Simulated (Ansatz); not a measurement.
**NbC: a relaxation**

The task is a relaxation on NbC. The structure is shown as the input types it.

Method: DFT, r2SCAN, PAW with Ansatz's default frozen-core files, scalar-relativistic; relaxation of cell and atoms, in Ansatz 0.2.0.

3 further runs of the same task are left out: 2 for a known fault of the program, 1 set aside as unsound or not needed.

## Step 1: The starting structure

The structure is cubic, space group Fm-3m (No. 225). Conventional cell: a = 4.469 Å, b = 4.469 Å, c = 4.469 Å, α = 90.00°, β = 90.00°, γ = 90.00°. Nb (site symmetry m-3m) is surrounded by 6 C at 2.23 Å. C (site symmetry m-3m) is surrounded by 6 Nb at 2.23 Å.

As a file:

```
CELL_PARAMETERS angstrom
0.00000 2.23455 2.23455
2.23455 0.00000 2.23455
2.23455 2.23455 0.00000
ATOMIC_POSITIONS crystal
Nb 0.00000 0.00000 0.00000
C 0.50000 0.50000 0.50000
```

## Step 2: Input and run

The input, input.yaml:

```yaml
crystal:
  lattice:
    - [0.0, 2.23455, 2.23455]
    - [2.23455, 0.0, 2.23455]
    - [2.23455, 2.23455, 0.0]
  atoms:
    - { symbol: Nb, position: [0.0, 0.0, 0.0] }
    - { symbol: C, position: [0.5, 0.5, 0.5] }
kpoints:
  mp_grid: { grid: [18, 18, 18] }
scf:
  occupations: { method: fermi_dirac, width: 0.3 }
  n_extra_bands: 0
  max_iter: 50
hamiltonian:
  xc: r2scan
  pseudopotentials: { kind: paw }
relax:
  f_tol: 0.002
  max_steps: 80
  cell: {}
output:
  forces: true
  stress: true
```

Command:

```
$ ansatz run input.yaml --threads 1 --pin off --max-ram 2560MiB --backend cpu --events-out ev --progress --plain --runs-dir out
```

**Question.** How will this run end, and is anything wrong with its input?

The run ended at the input check. The line that matters: «inconsistent input (scf.n_extra_bands, scf.occupations.method): n_bands = 9 leaves no empty band above the 9 bands per channel that the deck's 17 electrons occupy ...»

The suspect setting: scf.occupations.width is 0.3; scf.n_extra_bands is 0. The band count leaves no room above the highest filled state.

The cure: delete scf.n_extra_bands (the default then holds) and set scf.occupations.width to 0.1.
